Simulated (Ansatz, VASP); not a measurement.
## One calculation of SiO2, two programs

Contents of INCAR:

```
PREC = Accurate
ENCUT = 520
EDIFF = 1E-7
ISMEAR = -1
SIGMA = 0.05
LREAL = False
LASPH = True
NELM = 60
ALGO = Normal
ISIF = 2
LWAVE = False
LCHARG = False
GGA = PE
NBANDS = 25
```

The input KPOINTS:

```
Automatic mesh
0
Gamma
  8 8 8
```

The input POSCAR:

```
SiO2
1.0
   -2.5098901283      2.5098901283      3.7037776963
    2.5098901283     -2.5098901283      3.7037776963
    2.5098901283      2.5098901283     -3.7037776963
Si O
2 4
Direct
    0.7500000000      0.2500000000      0.5000000000
    0.0000000000      0.0000000000      0.0000000000
    0.8750000000      0.0282138700      0.6532138700
    0.7782138700      0.1250000000      0.1532138700
    0.9717861300      0.6250000000      0.8467861300
    0.3750000000      0.2217861300      0.3467861300
```

File input.yaml:

```yaml
crystal:
  lattice:
    - [-2.5098901283, 2.5098901283, 3.7037776963]
    - [2.5098901283, -2.5098901283, 3.7037776963]
    - [2.5098901283, 2.5098901283, -3.7037776963]
  atoms:
    - { symbol: Si, position: [0.75, 0.25, 0.5] }
    - { symbol: Si, position: [0.0, 0.0, 0.0] }
    - { symbol: O, position: [0.875, 0.02821387, 0.65321387] }
    - { symbol: O, position: [0.77821387, 0.125, 0.15321387] }
    - { symbol: O, position: [0.97178613, 0.625, 0.84678613] }
    - { symbol: O, position: [0.375, 0.22178613, 0.34678613] }
hamiltonian:
  xc: pbe
  pseudopotentials: { kind: paw }
kpoints:
  mp_grid: { grid: [8, 8, 8] }
scf:
  occupations: { method: fermi_dirac, width: 0.05 }
output:
  forces: true
  stress: true
  eigenvalues: true
  write_density: true
  write_potential: true
  elf: true
  volumetric_format: npy
```

Change from the starting cell: volume scaled by 1.04.

Alike in both runs: task single point; functional PBE; k mesh 8 × 8 × 8; occupations fermi-dirac, width 0.05 eV; no spin polarisation.

|  | VASP | Ansatz |
| --- | --- | --- |
| version | VASP 6.6.1 | Ansatz 0.2.0 |
| potentials or method | VASP PAW PBE potentials, release 64 (Si, O) | Ansatz PAW |
| plane-wave cutoff (eV) | 520 | 420 |
| valence electrons in the cell | 32 | 32 |

Ansatz gave:

```
gap on the k mesh at the Fermi level (eV) : 5.69
least direct gap on the mesh (eV)         : 5.69
pressure (GPa)                            : -1.8
rms of the force components (eV/Å)        : 0.066
```

Which values does VASP return?

gap on the k mesh at the Fermi level (eV): 5.69; least direct gap on the mesh (eV): 5.69; pressure (GPa): -1.7; rms of the force components (eV/Å): 0.068.

Atom by atom the forces differ by 0.002 eV/Å (rms over components).

Caveats: the pressure holds a Pulay correction of +0.5 GPa for the finite cutoff (Ansatz). A k mesh can miss the band edges.
